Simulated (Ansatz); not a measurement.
C3H6O can be A, `C=CCO`, or B, `CCC=O`.

Isolated molecules relaxed with PBE0-D4/def2-TZVP in Ansatz; ΔE leaves out vibrations. CBS: MP2 limit from def2 TZ/QZ plus the TZ coupled-cluster correction, frozen cores. Functionals use def2-TZVPP. B3LYP here is the variant with VWN-RPA as its local correlation; programs differ in this. Each species was taken in one conformer, which may not be the lowest.

Problem. Which is lower in electronic energy at CCSD(T)/CBS, and by how much? (Best estimate.)

Solution. Computed: B, by 12.7 kcal/mol.

Problem. Give E(B) − E(A) in kcal/mol with B3LYP-D4, MP2/def2-TZVPP, PBE0-D4, PBE-D4, r2SCAN-D4, LDA (SPW92), BLYP-D4. (Best estimate.)

Solution. Ansatz gave: B3LYP-D4 -14.1, MP2/def2-TZVPP -14.4, PBE0-D4 -14.5, PBE-D4 -14.9, r2SCAN-D4 -14.9, LDA (SPW92) -12.9, BLYP-D4 -14.4. None reverses the order clearly.

Problem. Does the order hold for the free energy at 298.15 K (harmonic terms from PBE0-D4)? (Best estimate.)

Solution. Ansatz gave: Yes: G(B) − G(A) = -13.7 kcal/mol, for one conformer each.

Largest T1 diagnostic: 0.013.

Leaving LDA and LC-ωPBE aside and taking each functional with its dispersion term where it has one, the values, not all of them listed here, spread over 1.7 kcal/mol, from revPBE-D4 to BHLYP-D4. LDA lies +2.0 kcal/mol from PBE without D4. At CCSD(T), def2-SVP lies −5.5 kcal/mol from the extrapolated value and def2-TZVPP −1.0 kcal/mol.
